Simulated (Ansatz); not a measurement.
Crystal: NaF (Villiaumite).

```xyz
2
Lattice="0.0000 2.3200 2.3200 2.3200 0.0000 2.3200 2.3200 2.3200 0.0000" Properties=species:S:1:pos:R:3 pbc="T T T"
Na    0.0000    0.0000    0.0000
F     2.3200    2.3200    2.3200
```

Base run:

```yaml
Program: Ansatz 0.2.0
Functional: PBE0
Potentials_or_basis: all-electron PAW datasets made for the crystal
Cutoff: 310 eV
Density_cutoff: 1240 eV
k_mesh: 8 × 8 × 8
Occupations: fermi-dirac, width 0.05 eV
Spin: no spin polarisation
```

Its results: band gap on the k mesh 9.22 eV, direct.

Problem. The run is repeated on the same cell with these changes: functional from PBE0 to HSE06. What comes out?

Solution. Band gap on the k mesh 8.45 eV, direct.

A k mesh can miss the band edges.

Not every run made on this cell is shown here.
